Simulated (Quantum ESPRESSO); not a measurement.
NaH in Quantum ESPRESSO: the effect of functional

Crystal: NaH.

```xyz
2
Lattice="0.0000 2.4400 2.4400 2.4400 0.0000 2.4400 2.4400 2.4400 0.0000" Properties=species:S:1:pos:R:3 pbc="T T T"
Na    0.0000    0.0000    0.0000
H     2.4400    2.4400    2.4400
```

Alike in all runs:

* Program: Quantum ESPRESSO 7.5
* Task: dielectric tensor
* Cutoff: 1197 eV
* Density cutoff: 4789 eV
* k mesh: 6 × 6 × 6, shifted
* Occupations: fermi-dirac, width 0.05 eV
* Spin: no spin polarisation

```csv
functional,potentials or basis,pressure (GPa),dielectric constant (mean)
LDA,PseudoDojo 0.4.1 SR LDA standard,-2.6,3.34
PBEsol,PseudoDojo 0.4.1 SR PBEsol standard,?,?
WC,PseudoDojo 0.4.1 SR PBE standard,-1.0,3.21
BLYP,PseudoDojo 0.4.1 SR PBE standard,-0.4,2.94
AM05,PseudoDojo 0.4.1 SR PBE standard,-0.5,3.23
```

Q: What does the run with functional PBEsol give?

A: Pressure -1.2 GPa; dielectric constant 3.25 mean.

Caveats: the potentials were made for another functional, which shifts forces and pressure (some runs).

Runs at the PBE level aren't shown here.
